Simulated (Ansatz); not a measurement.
Wanted: the native input for an Ansatz 0.2.0 run.

```yaml
Task: single point
Functional: PBE
Potentials_or_basis: Ansatz PAW
Cutoff: "420 eV (not typed: the program's choice for these potentials)"
k_mesh: 10 × 10 × 10
Occupations: gaussian, width 0.028 eV
Spin: no spin polarisation
```

The system is TaN.

```
Ta N
1.0
     0.00000    2.21132    2.21132
     2.21132    0.00000    2.21132
     2.21132    2.21132    0.00000
Ta N
1 1
Cartesian
  2.2113 2.2113 2.2113
  0.0000 0.0000 0.0000
```

The cell comes from a database or a generator and needn't be the stable form of this composition.

These files were run (other wordings do the same):

input.yaml

```yaml
crystal:
  lattice:
    - [0.0, 2.211323, 2.211323]
    - [2.211323, 0.0, 2.211323]
    - [2.211323, 2.211323, 0.0]
  atoms:
    - { symbol: Ta, position: [0.5, 0.5, 0.5] }
    - { symbol: "N", position: [0.0, 0.0, 0.0] }
hamiltonian:
  xc: pbe
  pseudopotentials: { kind: paw }
kpoints:
  mp_grid: { grid: [10, 10, 10] }
scf:
  occupations: { method: gaussian, width: 0.028 }
output:
  forces: true
  stress: true
  eigenvalues: true
  write_density: true
  write_potential: true
  elf: true
  volumetric_format: npy
```

Potentials or basis: Ansatz PAW.

Command:

```sh
$ ansatz run input.yaml --threads 2 --pin off --max-ram 5632MiB --backend cpu --events-out ev --progress --plain --runs-dir out
```

It gave:

```
Pressure               : -1.4 GPa
Band gap on the k mesh : none (metal or under the smearing width)
```

Caveat: the pressure holds a Pulay correction of +0.5 GPa for the finite cutoff.

Run time: 0.99 s on 2 threads of Arm Neoverse V1, with other jobs on the host, peak memory 0.28 GiB.
